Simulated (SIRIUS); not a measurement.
# Fe (P6_3/mmc) in SIRIUS: reference runs

Aim: a first look at Fe with PBEsol, on the cell as given.

Program: SIRIUS 7.12.0. These are calculated values, not measurements. Logs are shortened: lines on timing, memory, paths and dates and some standing lists are left out, and cuts for length are marked. The log counts tension as positive stress, the text compression.

## (1) Starting point

The structure is hexagonal, space group P6_3/mmc (No. 194). Conventional cell: a = 2.434 Å, b = 2.434 Å, c = 3.842 Å, α = 90.00°, β = 90.00°, γ = 120.00°. Fe (site symmetry -6m2) has 12 Fe at 2.38 to 2.43 Å as nearest neighbours.

This isn't the form of Fe at room conditions, which is bcc.

## (2) Single point, PBEsol, collinear spin, ferromagnetic start

The input, sirius.json:

```json
{
  "control": {
    "processing_unit": "cpu",
    "verbosity": 2,
    "num_bands_to_print": 25,
    "print_forces": true,
    "print_stress": true
  },
  "parameters": {
    "electronic_structure_method": "pseudopotential",
    "xc_functionals": ["XC_GGA_X_PBE_SOL", "XC_GGA_C_PBE_SOL"],
    "gk_cutoff": 9.5,
    "pw_cutoff": 19.0,
    "ngridk": [12, 12, 7],
    "shiftk": [0, 0, 0],
    "smearing": "fermi_dirac",
    "smearing_width": 0.0018374661,
    "num_bands": 25,
    "num_mag_dims": 1,
    "num_dft_iter": 100,
    "energy_tol": 1e-08,
    "density_tol": 1e-06
  },
  "iterative_solver": {
    "type": "davidson",
    "min_tolerance": 1e-10
  },
  "mixer": {
    "type": "anderson",
    "beta": 0.5,
    "max_history": 8
  },
  "settings": {
    "tol_ne": 1e-10,
    "pseudo_grid_cutoff": 6.5,
    "smooth_initial_mag": true
  },
  "unit_cell": {
    "lattice_vectors": [
      [4.599891180397, 0.0, 0.0],
      [-2.299945590293, 3.983622616898, 0.0],
      [0.0, 0.0, 7.260203937059]
    ],
    "atom_coordinate_units": "lattice",
    "atom_types": ["Fe"],
    "atom_files": {
      "Fe": "Fe.json"
    },
    "atoms": {
      "Fe": [
        [0.6666666667, 0.3333333333, 0.75, 0.0, 0.0, 3.0],
        [0.3333333333, 0.6666666667, 0.25, 0.0, 0.0, 3.0]
      ]
    }
  }
}
```

Potentials or basis: PseudoDojo 0.4.1 PBEsol standard (scalar relativistic).

On the command line:

```sh
> upf_to_json Fe.upf
> OMP_NUM_THREADS=1 sirius.scf --input=sirius.json --output=out.json --task=0
```

The program printed:

```text
[info] SIRIUS version : 7.12.0
[info] number of MPI ranks           : 1
[info] MPI grid                      : 1 1
[info] maximum number of OMP threads : 1
[fft] FFT context for density and potential
[fft] =====================================
[fft]   comm size                             : 1
[fft]   plane wave cutoff                     : 19
[fft]   grid size                             : 30 30 48   total : 43200
[fft]   grid limits                           : -14 15   -14 15   -23 24
[fft]   number of G-vectors within the cutoff : 7666
[fft]   local number of G-vectors             : 7666
[fft]   number of G-shells                    : 836
[fft] FFT context for coarse grid
[fft] =====================================
[fft]   comm size                             : 1
[fft]   plane wave cutoff                     : 19
[fft]   grid size                             : 30 30 48   total : 43200
[fft]   grid limits                           : -14 15   -14 15   -23 24
[fft]   number of G-vectors within the cutoff : 7666
[fft]   local number of G-vectors             : 7666
[fft]   number of G-shells                    : 836
[unit cell] lattice vectors
[unit cell]   a1 :       4.5998911804      0.0000000000      0.0000000000
[unit cell]   a2 :      -2.2999455903      3.9836226169      0.0000000000
[unit cell]   a3 :       0.0000000000      0.0000000000      7.2602039371
[unit cell] reciprocal lattice vectors
[unit cell]   b1 :       1.3659421627      0.7886270754     -0.0000000000
[unit cell]   b2 :       0.0000000000      1.5772541507      0.0000000000
[unit cell]   b3 :       0.0000000000     -0.0000000000      0.8654282113
[unit cell] unit cell volume :       133.03765072 [a.u.^3]
[unit cell] 1/sqrt(omega)    :         0.08669873
[unit cell] MT volume        :         0.00000000 ( 0.00%)
[unit cell] IT volume        :       133.03765072 (100.00%)
[unit cell] number of atom types : 1
[unit cell] type id : 0 symbol : Fe mt_radius :  14.250000 num_atoms : 2
[unit cell] total number of atoms : 2
[unit cell] number of symmetry classes : 1
[unit cell] number of PAW atoms : 0
[unit cell] atom id  type id  class id             position                      vector_field
[unit cell] ------------------------------------------------------------------------------------------
[unit cell]      0        0        0      0.66667   0.33333   0.75000      0.00000   0.00000   3.00000
[unit cell]      1        0        0      0.33333   0.66667   0.25000      0.00000   0.00000   3.00000
[unit cell] atom id         position (Cartesian, a.u.)
[unit cell] ---------------------------------------------
[unit cell]      0       2.299946    1.327874    5.445153
[unit cell]      1      -0.000000    2.655748    1.815051
[unit cell] class id : 0 atom id : 0 1
[unit cell] minimum bond length:     4.497848
[unit cell] total number of pseudo wave-functions: 20
[sym] space group number   : 194
[sym] international symbol : P6_3/mmc
[sym] Hall symbol          : -P 6c 2c
[sym] space group transformation matrix :
[sym]   1.0000  0.0000  0.0000
[sym]   0.0000  1.0000  0.0000
[sym]   0.0000  0.0000  1.0000
[sym] space group origin shift :
[sym]   0.0000  0.0000  0.0000
[sym] number of space group operations  : 24
[sym] number of magnetic group operations : 24
[sym] metric tensor error: 8.6938e-10
[sym] rotation matrix error: 4.7444e-11
[sym] symmetry operations
[... list of symmetry operations ...]
[atom type] label          : Fe
[atom type] --------------------------------------------------------------------------------
[atom type] symbol         : Fe
[atom type] name           :
[atom type] zn             : 16
[... 305 lines left out ...]
[diagonalize] ik:    4   -2.393991   -2.390648   -1.159235   -1.157358   -1.153099   -1.148359   -1.143587   -1.142185    0.585803    0.642222    0.661001    0.699461    0.734705    0.746629    0.750098    0.807932    0.816835    0.817981    0.843171    1.101085    1.124836    1.232286    1.442470    1.479742    1.530045
[diagonalize]            -2.393991   -2.390648   -1.159235   -1.157358   -1.153100   -1.148359   -1.143587   -1.142185    0.585803    0.642222    0.661001    0.699461    0.734705    0.746629    0.750098    0.807932    0.816834    0.817981    0.843171    1.101085    1.124837    1.232286    1.442471    1.479742    1.530045
[diagonalize] ...
[diagonalize] ik:   71   -2.391793   -2.391366   -1.162384   -1.161374   -1.150856   -1.149349   -1.145278   -1.143958    0.629911    0.639363    0.681967    0.698189    0.722933    0.742000    0.773945    0.785041    0.831824    0.842897    0.922105    0.956477    1.185775    1.220016    1.338237    1.387848    1.554069
[diagonalize]            -2.391793   -2.391366   -1.162384   -1.161374   -1.150856   -1.149349   -1.145278   -1.143958    0.629911    0.639363    0.681967    0.698189    0.722933    0.742000    0.773945    0.785041    0.831824    0.842897    0.922105    0.956477    1.185775    1.220016    1.338238    1.387848    1.554069
[diagonalize] ik:   72   -2.391561   -2.391252   -1.162999   -1.161995   -1.151426   -1.149731   -1.145163   -1.144039    0.629566    0.639853    0.680779    0.696304    0.722304    0.747765    0.782870    0.792070    0.831761    0.838539    0.957896    0.976909    1.157479    1.158681    1.328366    1.378720    1.593956
[diagonalize]            -2.391561   -2.391252   -1.162999   -1.161995   -1.151426   -1.149731   -1.145162   -1.144039    0.629566    0.639853    0.680779    0.696304    0.722304    0.747766    0.782871    0.792071    0.831761    0.838540    0.957896    0.976909    1.157480    1.158681    1.328366    1.378721    1.593957
[diagonalize] ik:   73   -2.391794   -2.391365   -1.161388   -1.160697   -1.151783   -1.150489   -1.145071   -1.143812    0.642716    0.644219    0.688225    0.703826    0.708792    0.722884    0.763641    0.778929    0.832487    0.843653    0.931039    0.967199    1.227464    1.252243    1.291725    1.319992    1.554013
[diagonalize]            -2.391794   -2.391365   -1.161388   -1.160697   -1.151783   -1.150489   -1.145071   -1.143812    0.642717    0.644220    0.688225    0.703826    0.708792    0.722884    0.763641    0.778929    0.832488    0.843653    0.931040    0.967199    1.227464    1.252243    1.291726    1.319992    1.554013
[diagonalize] ik:   74   -2.391417   -2.391197   -1.161504   -1.160942   -1.153659   -1.151944   -1.144682   -1.143938    0.648025    0.655594    0.683878    0.694114    0.711191    0.722654    0.771842    0.782778    0.830379    0.837260    0.997094    1.022478    1.155945    1.182123    1.255052    1.290232    1.613492
[diagonalize]            -2.391417   -2.391197   -1.161504   -1.160942   -1.153659   -1.151944   -1.144682   -1.143937    0.648025    0.655595    0.683878    0.694114    0.711191    0.722654    0.771842    0.782778    0.830379    0.837260    0.997094    1.022478    1.155946    1.182124    1.255053    1.290232    1.613492
[diagonalize] ik:   75   -2.391207   -2.391207   -1.160547   -1.160547   -1.155203   -1.153249   -1.144199   -1.144199    0.668561    0.671593    0.671593    0.675754    0.715307    0.715307    0.770890    0.781559    0.831174    0.831174    1.063718    1.063718    1.106548    1.157037    1.238362    1.238362    1.664739
[diagonalize]            -2.391207   -2.391207   -1.160547   -1.160547   -1.155203   -1.153249   -1.144199   -1.144199    0.668562    0.671593    0.671593    0.675754    0.715307    0.715307    0.770890    0.781559    0.831174    0.831174    1.063718    1.063718    1.106548    1.157037    1.238362    1.238362    1.664740
[find] Charges and magnetic moments
[find] --------------------------------------------------------------------------------
[find] atom                moment                |moment|
[find] --------------------------------------------------------------------------------
[find]    0 [  0.00000,   0.00000,   0.00000]    0.000002
[find]    1 [  0.00000,   0.00000,   0.00000]    0.000002
[find] total charge          : 32.000000
[... 7 lines left out ...]
[find] <rho|V^{H}>                    :     112.25982188
[find] one-electron contribution      :     -88.92806215 (Ha),    -177.85612430 (Ry)
[find] hartree contribution           :      56.12991094
[find] xc contribution                :     -35.18703110
[find] ewald contribution             :    -182.44824401
[find] PAW contribution               :       0.00000000
[find] smearing (-TS)                 :      -0.00071628
[find] SCF correction                 :      -0.00000003
[find] Total energy                   :    -250.43342636 (Ha),    -500.86685271 (Ry)
[find] Free energy (E-TS)             :    -250.43414264 (Ha),    -500.86828527 (Ry)
[find] band gap (eV)                  :       0.00000000
[find] Efermi                         :       0.80292549
[find] iteration : 16, RMS (target) : 8.6220e-07 (1.0000e-06) , energy difference (target) : 1.0488e-10 (1.0000e-08)
[find] bands are converged : true
[find] iterative solver converged : false
[find] converged after 17 SCF iterations!
[find] Charges and magnetic moments
[find] --------------------------------------------------------------------------------
[find] atom                moment                |moment|
[find] --------------------------------------------------------------------------------
[find]    0 [  0.00000,   0.00000,   0.00000]    0.000002
[find]    1 [  0.00000,   0.00000,   0.00000]    0.000002
[find] total charge          : 32.000000
[find] total moment          : [  0.00000,   0.00000,   0.00001], magnitude : 0.000007
[find] Energy
[find] --------------------------------------------------------------------------------
[find] valence_eval_sum               :     -12.12301660
[find] <rho|V^{XC}>                   :     -35.45477633
[find] <rho|E^{XC}>                   :     -35.18703110
[find] <mag|B^{XC}>                   :      -0.00000000
[find] <rho|V^{H}>                    :     112.25982188
[find] one-electron contribution      :     -88.92806215 (Ha),    -177.85612430 (Ry)
[find] hartree contribution           :      56.12991094
[find] xc contribution                :     -35.18703110
[find] ewald contribution             :    -182.44824401
[find] PAW contribution               :       0.00000000
[find] smearing (-TS)                 :      -0.00071628
[find] SCF correction                 :      -0.00000003
[find] Total energy                   :    -250.43342636 (Ha),    -500.86685271 (Ry)
[find] Free energy (E-TS)             :    -250.43414264 (Ha),    -500.86828527 (Ry)
[find] band gap (eV)                  :       0.00000000
[find] Efermi                         :       0.80292549
[ground_state] === stress tensor components [kbar] ===
[ground_state] === stress_kin ===
[ground_state] -168554.181670   -0.000004   -0.000000
[ground_state]    -0.000004-168554.181667    0.000000
[ground_state]    -0.000000    0.000000-168345.541418
[ground_state] === stress_har ===
[ground_state] -40301.938351   -0.000001   -0.000000
[ground_state]    -0.000001-40301.938350   -0.000000
[ground_state]    -0.000000   -0.000000-43526.305155
[ground_state] === stress_ewald ===
[ground_state] 136396.492713    0.000003   -0.000000
[ground_state]     0.000003136396.492711   -0.000000
[ground_state]    -0.000000   -0.000000130687.678060
[ground_state] === stress_vloc ===
[ground_state] 27770.576165    0.000001   -0.000000
[ground_state]     0.00000127770.576164   -0.000000
[ground_state]    -0.000000   -0.00000036487.433748
[ground_state] === stress_xc ===
[ground_state]   972.321419    0.000000    0.000000
[ground_state]     0.000000  972.321419   -0.000000
[ground_state]     0.000000   -0.000000  969.138163
[ground_state] === stress_core ===
[ground_state] 21568.318668    0.000001    0.000000
[ground_state]     0.00000121568.318668    0.000000
[ground_state]     0.000000    0.00000021564.338908
[ground_state] === stress_nonloc ===
[ground_state] 22175.143456    0.000001    0.000000
[ground_state]     0.00000122175.143456    0.000000
[ground_state]     0.000000    0.00000022173.727781
[ground_state] === stress_us_nl ===
[ground_state] 22175.143456    0.000001    0.000000
[ground_state]     0.00000122175.143456    0.000000
[ground_state]     0.000000    0.00000022173.727781
[ground_state] === stress_total ===
[ground_state]    26.732400    0.000000   -0.000000
[ground_state]     0.000000   26.732400    0.000000
[ground_state]    -0.000000    0.000000   10.470085
[ground_state] ==== total Forces in Ha/bohr =====
[ground_state] atom:    0, force:      -0.0000000     -0.0000000     -0.0000000
[ground_state] atom:    1, force:       0.0000000      0.0000000      0.0000000
[ground_state] ==== ultrasoft contribution from Qij =====
[ground_state] atom:    0, force:       0.0000000      0.0000000      0.0000000
[ground_state] atom:    1, force:       0.0000000      0.0000000      0.0000000
[ground_state] ==== non-local contribution from Beta-projector =====
[ground_state] atom:    0, force:      -0.0000000      0.0000000     -0.0000000
[ground_state] atom:    1, force:       0.0000000      0.0000000      0.0000000
[ground_state] ==== contribution from local potential =====
[ground_state] atom:    0, force:       0.0000000      0.0000000      0.0000000
[ground_state] atom:    1, force:      -0.0000000      0.0000000     -0.0000000
[ground_state] ==== contribution from core density =====
[ground_state] atom:    0, force:      -0.0000000     -0.0000000      0.0000000
[ground_state] atom:    1, force:       0.0000000      0.0000000     -0.0000000
[ground_state] ==== Ewald forces from ions =====
[ground_state] atom:    0, force:       0.0000000     -0.0000000      0.0000000
[ground_state] atom:    1, force:      -0.0000000      0.0000000      0.0000000
[~DFT_ground_state] local op. applied: 133614
[~DFT_ground_state] evp. work count: 22454.7
[~DFT_ground_state] number of iterative solver steps: 3920
```

It took 2 min on 1 thread of Intel Xeon Platinum 8488C (Sapphire Rapids), shared host; peak memory 0.4 GiB.

What came out:

* Free energy: -6814.6602 eV
* Pressure: -2.1 GPa
* Band gap on the k mesh: none (metal or under the smearing width)

Stress tensor (GPa, compression positive):
```
-2.67  0.00  0.00
 0.00 -2.67  0.00
 0.00  0.00 -1.05
```

Caveat: the starting moments collapsed, and a magnetic state may lie lower.
